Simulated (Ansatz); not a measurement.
# CuI: deformation potentials from a series

```
CELL_PARAMETERS angstrom
3.73317 -3.71109 0.00000
3.73317 3.71109 0.00000
0.00000 0.00000 4.30700
ATOMIC_POSITIONS crystal
Cu 0.42044 0.57956 0.75000
Cu 0.57956 0.42044 0.25000
I 0.77004 0.22996 0.75000
I 0.22996 0.77004 0.25000
```

Atoms are numbered in the order listed.

The cell is the one relaxed in the Materials Project (mp-1007922), not relaxed further here; entries there can be hypothetical.

No spin–orbit coupling, which matters for the heavy atoms here.

All numbers below come from DFT, LDA, all-electron LAPW, scalar-relativistic in Ansatz 0.2.0.

The runs use a Γ-centred 5×5×6 k mesh, Fermi–Dirac smearing of 0.02 eV, basis error target 0.5 meV/atom, no spin polarisation.

The strain is applied along the Cartesian axes of the cell as listed (the other components stay zero). Fractional coordinates are held (clamped ions).

Only quantities that a quadratic follows smoothly over the whole series are listed; rougher ones are left out.

```csv
εzz,direct gap at Γ (eV)
-0.0300,0.816
-0.0200,0.833
0.0000,0.857
0.0100,0.865
0.0200,0.871
0.0300,0.875
```

**Question.** Fit the series and give the slopes at zero strain.

**Answer.** Least-squares fits y = p0 + p1 x + p2 x² to the rows give direct gap at Γ (eV): p1 = 0.972, p2 = -13.

**Question.** One run, at εzz = -0.0100, is withheld. Predict its row.

**Answer.** The fits give 0.846; the run gave 0.846.
